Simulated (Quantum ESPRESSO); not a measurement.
**RbBr: optical spectrum from first principles**

Wanted: where RbBr starts to absorb, how strongly, and its refractive index. The cell comes from an older database entry, whose edges can differ from later determinations, mostly by under a per cent.

Calculated with Quantum ESPRESSO 7.5; DFT, PBE, plane waves with norm-conserving potentials (PseudoDojo), scalar-relativistic, independent-particle optical response without local fields and without the non-local commutator.

This account leaves out most program logs.

The database entry behind the starting cell differs from later determinations by our own check (about 0.5 % short), so it need not match the best structure at ambient conditions.

**1. The starting structure**

The structure is cubic, space group Fm-3m (No. 225). Conventional cell: a = 6.854 Å, b = 6.854 Å, c = 6.854 Å, α = 90.00°, β = 90.00°, γ = 90.00°. Nearest to Rb lie 6 Br at 3.43 Å. Nearest to Br lie 6 Rb at 3.43 Å. Farther neighbours and most contacts between anions are not listed.

**2. Ground state**

First the ground state: is it a metal or has it a gap?

This step: DFT, PBE, plane waves with norm-conserving potentials (PseudoDojo), scalar-relativistic, ground state (Quantum ESPRESSO 7.5).

Contents of scf.in:

```
&control
  calculation = 'scf'
  prefix = 'x'
  outdir = './tmp'
  pseudo_dir = './'
  verbosity = 'high'
/
&system
  ibrav = 0
  nat = 2
  ntyp = 2
  ecutwfc = 70
  occupations = 'smearing'
  smearing = 'fd'
  degauss = 0.003675
  nbnd = 12
/
&electrons
  conv_thr = 1e-09
  electron_maxstep = 100
/
ATOMIC_SPECIES
  Rb 1.0 Rb.upf
  Br 1.0 Br.upf
CELL_PARAMETERS angstrom
  0.000000000000 3.427000000000 3.427000000000
  3.427000000000 0.000000000000 3.427000000000
  3.427000000000 3.427000000000 0.000000000000
ATOMIC_POSITIONS crystal
  Rb 0.000000000000 0.000000000000 0.000000000000
  Br 0.500000000000 0.500000000000 0.500000000000
K_POINTS automatic
  6 6 6 0 0 0
```

Command:

```sh
mpirun -n 4 pw.x -nk 4 -in scf.in
```

Run time: 6.6 s. Hardware: 4 MPI ranks of Arm Neoverse V1, shared host; peak memory 0.09 GiB; 26 s of CPU time.

Read-outs, printed or worked out from the files:

```
total energy           : -85.88 Ry
gap on the k-mesh      : 4.364 eV
direct gap on the mesh : 4.364 eV
```

There is a gap, 4.36 eV on this mesh (points off the mesh can give less), so no carriers' term is needed.

**3. Ground state with the final occupations**

With the gap or the metal settled, the ground state is repeated with the fitting occupations, and the later steps take its density.

scf.in: that of step 2 with these lines changed.

```diff
@@ -12,6 +12,3 @@
   ecutwfc = 70
-  occupations = 'smearing'
-  smearing = 'fd'
-  degauss = 0.003675
-  nbnd = 12
+  occupations = 'fixed'
 /
```

Command:

```sh
mpirun -n 4 pw.x -nk 4 -in scf.in
```

Elapsed: 5.3 s, on 4 MPI ranks; peak memory 0.09 GiB; 21 s of CPU time.

**4. Bands on the whole mesh, 9×9×9**

The response needs many more empty bands than the density does.

This step: DFT, PBE, plane waves with norm-conserving potentials (PseudoDojo), scalar-relativistic, bands at fixed density (Quantum ESPRESSO 7.5).

nscf.in, as its differences from scf.in of step 3:

```diff
@@ -1,3 +1,3 @@
 &control
-  calculation = 'scf'
+  calculation = 'nscf'
   prefix = 'x'
@@ -5,3 +5,2 @@
   pseudo_dir = './'
-  verbosity = 'high'
 /
@@ -13,2 +12,5 @@
   occupations = 'fixed'
+  nbnd = 39
+  nosym = .true.
+  noinv = .true.
 /
@@ -17,2 +19,3 @@
   electron_maxstep = 100
+  diago_full_acc = .true.
 /
@@ -29,2 +32,2 @@
 K_POINTS automatic
-  6 6 6 0 0 0
+  9 9 9 0 0 0
```

Command:

```sh
mpirun -n 4 pw.x -nk 4 -in nscf.in
```

The job ended after 12 min (4 MPI ranks; peak memory 0.07 GiB).

**5. Dielectric function**

With the density converged, the vertical transitions are summed over the zone.

This step: DFT, PBE, plane waves with norm-conserving potentials (PseudoDojo), scalar-relativistic, independent-particle optical response without local fields and without the non-local commutator (Quantum ESPRESSO 7.5).

Contents of epsilon.in:

```
&inputpp
  prefix = 'x'
  outdir = './tmp'
  calculation = 'eps'
/
&energy_grid
  smeartype = 'gauss'
  intersmear = 0.3
  wmin = 0.0
  wmax = 22
  nw = 500
/
```

Command:

```sh
mpirun -n 4 epsilon.x -nk 4 -in epsilon.in
```

Wall time 2.4 s (4 MPI ranks); peak memory 0.06 GiB.

This step gave:

```
electronic dielectric constant ε∞, mean over x, y and z (by symmetry where fewer were run) : 2.756
main peak of Im epsilon, first axis                                                        : 7.180 eV
```

Some rows of epsi_x.dat:

```text
# energy grid [eV]     epsi_x  epsi_y  epsi_z
#
    0.176352705    0.001284899    0.001284899    0.001284899
    1.234468938    0.009579630    0.009579630    0.009579630
    2.292585170    0.021211403    0.021211403    0.021211403
    3.350701403    0.044898963    0.044898963    0.044898963
    4.408817635    0.223841507    0.223841507    0.223841506
    5.466933868    1.001742977    1.001742977    1.001742977
    6.525050100    2.368258662    2.368258662    2.368258662
    7.583166333    2.812489702    2.812489702    2.812489702
    8.641282565    2.515330905    2.515330905    2.515330904
    9.699398798    3.286923245    3.286923245    3.286923245
   10.757515030    1.176820655    1.176820655    1.176820654
   11.815631263    0.967617457    0.967617457    0.967617456
   12.873747495    0.731025406    0.731025406    0.731025405
   13.931863727    1.053970871    1.053970872    1.053970870
   14.989979960    1.805283782    1.805283782    1.805283781
   16.048096192    1.220901133    1.220901134    1.220901132
   17.106212425    1.736804298    1.736804298    1.736804297
   18.164328657    1.708296218    1.708296219    1.708296217
   19.222444890    1.303845551    1.303845552    1.303845550
   20.280561122    0.754302823    0.754302823    0.754302821
   21.338677355    0.459950631    0.459950632    0.459950629
```

The Im ε, any direction has structure finer than the step of the table below, so its rows give means over 0.5 eV, whole bins alone (the curve runs from 0 to 22 eV). Peaks (eV: height): 7.19: 3.92, 9.26: 3.91, 14.59: 2.13, 17.55: 2.18, 19.58: 1.72.

Values under the direct gap are tails of Lorentzian lines. Table of Im ε, any direction by photon energy; means over each step:

```
photon energy (eV)  Im ε, any direction
               0.5              0.00368
               1.0              0.00761
               1.5               0.0121
               2.0               0.0174
               2.5               0.0245
               3.0               0.0346
               3.5               0.0517
               4.0               0.0961
               4.5                0.328
               5.0                0.594
               5.5                0.960
               6.0                 1.75
               6.5                 2.47
               7.0                 3.45
               7.5                 2.82
               8.0                 1.89
               8.5                 2.26
               9.0                 3.65
               9.5                 3.40
              10.0                 2.41
              10.5                 1.41
              11.0                0.983
              11.5                0.918
              12.0                0.875
              12.5                0.945
              13.0                0.666
              13.5                0.641
              14.0                 1.29
              14.5                 2.08
              15.0                 1.78
              15.5                 1.71
              16.0                 1.25
              16.5                0.978
              17.0                 1.49
              17.5                 2.10
              18.0                 1.96
              18.5                 1.34
              19.0                 1.15
              19.5                 1.55
              20.0                 1.02
              20.5                0.818
              21.0                0.708
              21.5                0.434
```

Table of Re ε, any direction by photon energy:

photon energy (eV), Re ε, any direction and a bar from the least value:
```
      0.0       2.76 ###################
      0.5       2.76 ###################
      1.0       2.78 ###################
      1.5       2.81 ####################
      2.0       2.86 ####################
      2.5       2.93 ####################
      3.0       3.03 #####################
      3.5       3.17 ######################
      4.0       3.38 #######################
      4.5       3.73 #########################
      5.0       3.84 ##########################
      5.5       3.91 ###########################
      6.0       4.47 ##############################
      6.5       3.98 ###########################
      7.0       3.33 #######################
      7.5       1.97 ##############
      8.0       2.06 ###############
      8.5       2.79 ####################
      9.0       1.96 ##############
      9.5       0.65 ######
     10.0      -0.16 #
     10.5      -0.07 ##
     11.0       0.38 #####
     11.5       0.87 ########
     12.0       0.92 ########
     12.5       1.02 #########
     13.0       1.11 #########
     13.5       1.66 #############
     14.0       2.22 ################
     14.5       1.48 ###########
     15.0       0.97 ########
     15.5       0.53 ######
     16.0       0.50 #####
     16.5       0.96 ########
     17.0       1.51 ############
     17.5       0.93 ########
     18.0       0.05 ###
     18.5      -0.06 ##
     19.0       0.31 ####
     19.5       0.29 ####
     20.0      -0.36 
     20.5       0.08 ###
     21.0      -0.23 #
     21.5      -0.01 ##
     22.0       0.21 ####
```

The reflectivity at normal incidence, any direction by photon energy; read off at these points:

```
photon energy (eV)  reflectivity at normal incidence, any direction (%)
              0.00                                                 6.16
              0.50                                                 6.18
              1.00                                                 6.26
              1.50                                                 6.40
              2.00                                                 6.60
              2.50                                                 6.89
              3.00                                                 7.29
              3.50                                                 7.86
              4.00                                                 8.75
              4.50                                                 10.2
              5.00                                                 10.7
              5.50                                                 11.6
              6.00                                                 15.2
              6.50                                                 15.1
              7.00                                                 17.2
              7.19                                                 19.8
              7.50                                                 14.1
              8.00                                                 9.27
              8.50                                                 12.3
              9.00                                                 19.6
              9.50                                                 20.8
              9.83                                                 25.4
             10.00                                                 22.9
             10.50                                                 19.0
             11.00                                                 9.32
             11.50                                                 4.58
             12.00                                                 3.76
             12.50                                                 5.10
             13.00                                                 2.13
             13.50                                                 2.64
             14.00                                                 6.67
             14.50                                                 11.4
             15.00                                                 10.7
             15.50                                                 13.8
             16.00                                                 10.3
             16.50                                                 4.87
             17.00                                                 7.63
             17.50                                                 13.5
             18.00                                                 19.5
             18.34                                                 19.7
             18.50                                                 18.7
             19.00                                                 11.4
             19.50                                                 14.6
             20.00                                                 27.3
             20.50                                                 15.3
             21.00                                                 26.5
             21.12                                                 27.4
             21.50                                                 21.2
             22.00                                                 12.0
```

The loss function −Im 1/ε at q → 0, any direction has structure finer than the step of the table below, so its rows give means over 0.5 eV, whole bins alone (the curve runs from 0 to 22 eV). Peaks (eV: height): 10.98: 0.926, 16.14: 0.729, 21.74: 2.72.

Values under the direct gap are tails of Lorentzian lines. Table of loss function −Im 1/ε at q → 0, any direction by energy loss; means over each step:

```
energy loss (eV)  loss function −Im 1/ε at q → 0, any direction
             0.5                                         4.8e-4
             1.0                                         9.8e-4
             1.5                                        0.00152
             2.0                                        0.00213
             2.5                                        0.00285
             3.0                                        0.00377
             3.5                                        0.00513
             4.0                                        0.00826
             4.5                                         0.0231
             5.0                                         0.0391
             5.5                                         0.0562
             6.0                                         0.0780
             6.5                                          0.111
             7.0                                          0.158
             7.5                                          0.259
             8.0                                          0.253
             8.5                                          0.179
             9.0                                          0.200
             9.5                                          0.285
            10.0                                          0.421
            10.5                                          0.716
            11.0                                          0.841
            11.5                                          0.600
            12.0                                          0.534
            12.5                                          0.487
            13.0                                          0.388
            13.5                                          0.207
            14.0                                          0.201
            14.5                                          0.318
            15.0                                          0.432
            15.5                                          0.514
            16.0                                          0.652
            16.5                                          0.509
            17.0                                          0.344
            17.5                                          0.392
            18.0                                          0.509
            18.5                                          0.755
            19.0                                          0.808
            19.5                                          0.621
            20.0                                          0.934
            20.5                                           1.22
            21.0                                           1.36
            21.5                                           2.30
```

The refractive index n and extinction k by photon energy:

```
photon energy (eV)      n        k
               0.0   1.66        0
               0.5   1.66  0.00111
               1.0   1.67  0.00228
               1.5   1.68  0.00358
               2.0   1.69  0.00514
               2.5   1.71  0.00712
               3.0   1.74  0.00988
               3.5   1.78   0.0143
               4.0   1.84   0.0244
               4.5   1.93   0.0701
               5.0   1.96    0.128
               5.5   1.99    0.246
               6.0   2.16    0.445
               6.5   2.07    0.567
               7.0   2.00    0.816
               7.5   1.62    0.820
               8.0   1.55    0.576
               8.5   1.78    0.625
               9.0   1.76     1.07
               9.5   1.40     1.15
              10.0   1.03     1.11
              10.5  0.804    0.845
              11.0  0.833    0.561
              11.5   1.03    0.444
              12.0   1.04    0.401
              12.5   1.11    0.475
              13.0   1.09    0.293
              13.5   1.31    0.217
              14.0   1.54    0.387
              14.5   1.43    0.745
              15.0   1.23    0.733
              15.5   1.11    0.836
              16.0  0.975    0.670
              16.5   1.08    0.463
              17.0   1.35    0.567
              17.5   1.28    0.849
              18.0   1.02    0.992
              18.5  0.789    0.826
              19.0  0.850    0.645
              19.5  0.984    0.821
              20.0  0.585    0.839
              20.5  0.655    0.594
              21.0  0.507    0.697
              21.5  0.475    0.485
              22.0  0.551    0.312
```

Optical constants at common wavelengths, from n + ik = √ε:

```
wavelength (nm)     n      k  R (%)     1/α
           1550  1.66  0.002    6.2   69 µm
           1064  1.67  0.003    6.3   31 µm
            800  1.68  0.004    6.4   17 µm
            532  1.70  0.006    6.8  6.6 µm
            450  1.72  0.008    7.1  4.3 µm
            365  1.77  0.013    7.7  2.2 µm
            193  2.07  0.551   14.9   28 nm
```

Below the direct gap, k and the depth come from the tails of the Lorentzian lines, not from transitions.

Rows near the edge hang on the gap, which this functional as a rule makes too small, and phonon-assisted absorption is left out.

**6. Summary of results**

```
electronic dielectric constant ε∞, mean over x, y and z (by symmetry where fewer were run) (independent particles) : 2.76
main peak of Im epsilon, first axis                                                                                : 7.18 eV
```

**Reading.** At this level (PBE, independent particles) RbBr has ε∞ = 2.76 and n = 1.66 at 1550 nm, and Im ε peaks at 7.2 eV. Distinct maxima of Im ε, read by a parabola through the highest points, lie at 7.18 eV (3.9), 7.59 eV (2.8), 8.94 eV (3.8) and 9.25 eV (3.9). Excitons and phonon-assisted transitions are missing, and so are local fields; PBE gaps are as a rule too small, which pulls the onset down and ε∞ up. epsilon.x leaves out the commutator of the non-local potential, so its intensities are off, as a rule too high. The sum runs over mesh points, so small or evenly spaced maxima can still be ripples of the mesh.

[Machine, clock, banner and «Message from routine» lines are left out of the logs.]

[Logs are printed without paths, hosts, clocks, repeated set-up lines and the standing remarks that a program may print on its own settings, such as how far it seeks lower states.]

[Hosts, paths, dates, database ids (printed as entryN), source tags and the programs' standing remarks are cut or masked in the printed files.]
